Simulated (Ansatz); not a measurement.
# CdF₂ (fluorite) under strain

CdF₂ built on the fluorite prototype, relaxed with r2SCAN in the plane-wave code Ansatz. Space group Fm-3m (No. 225), cubic; a = 5.388 Å in the conventional setting, 13.04 Å³ an atom. Cd has 8 F at 2.33 Å; F has 4 Cd at 2.33 Å.

The axes x, y and z are those of this cell:
```
CELL_PARAMETERS angstrom
0.00000 2.69418 2.69418
2.69418 0.00000 2.69418
2.69418 2.69418 0.00000
ATOMIC_POSITIONS crystal
Cd 0.00000 0.00000 0.00000
F 0.25000 0.25000 0.25000
F 0.75000 0.75000 0.75000
```

Unstrained: The PBE gap is indirect, 3.100 eV (W to Γ), below the direct gap of 3.598 eV at Γ. The r2SCAN gap is indirect, 3.794 eV (W to Γ), below the direct gap of 4.306 eV at Γ. With HSE06 the valence top lies at W and the conduction bottom at Γ, 5.207 eV higher; the smallest vertical gap, at Γ, is 5.791 eV. Meshes: PBE 8×8×8, r2SCAN 8×8×8, HSE06 6×6×6. Strains are changes of length per length, and xy shears are angles. After each strain the atoms were relaxed again with r2SCAN within the symmetry that the strain leaves, so tilts or polar shifts that break it weren't tested; points keep the names that they have in the unstrained zone. No spin polarisation and no zero-point or thermal motion.

Changes of the least gap in eV (an overlap counts as a negative gap):

| strain | volume change (%) | space group | PBE | r2SCAN | HSE06 | energy rise, r2SCAN (meV/atom) |
| --- | --- | --- | --- | --- | --- | --- |
| epitaxial +3.73 % in the xy plane, free normal strain -2.56 % | +4.8 | I4/mmm | -0.309 | -0.315 | -0.323 | 22.5 |
| uniaxial +3.71 % along [111] | +3.7 | R-3m | -0.125 | -0.130 | -0.141 | 7.2 |
| xy shear, engineering strain (angle) -3.03 % | 0.0 | Immm | 0.000 | -0.001 | -0.001 | 0.9 |

Epitaxial +3.73 % in the xy plane, free normal strain -2.56 %. HSE06: the gap goes from 5.207 to 4.884 eV (-0.323 eV); the edges go from W → Γ to (1/6, -1/2, -1/3) → Γ. Stress change with r2SCAN, compression positive: xx -7.18, yy -7.18, zz -0.01 GPa.

Uniaxial +3.71 % along [111], other directions held. HSE06: the gap goes from 5.207 to 5.066 eV (-0.141 eV); the edges go from W → Γ to (0.255, -1/2, -0.260) → Γ. Stress change with r2SCAN, compression positive: xx -3.65, yy -3.65, zz -3.65, xy -0.43, xz -0.43, yz -0.43 GPa.

Xy shear, engineering strain (angle) -3.03 %. HSE06: the gap goes from 5.207 to 5.206 eV (-0.001 eV); the edges go from W → Γ to (1/4, -0.495, -0.245) → Γ. Stress change with r2SCAN, compression positive: xx +0.07, yy +0.07, zz +0.07, xy +0.73 GPa.

Spin-orbit coupling is left out.

Where an edge lies off the special points, it is a point of the mesh or the k point where a search put PBE's edge or least direct gap, reused for the other functionals, whose own edges may lie a little apart.

Coordinates of k points refer to the reciprocal vectors of the primitive cell of the runs.

The meshes of the hybrids are coarse, so their gaps aren't converged to the digits shown.
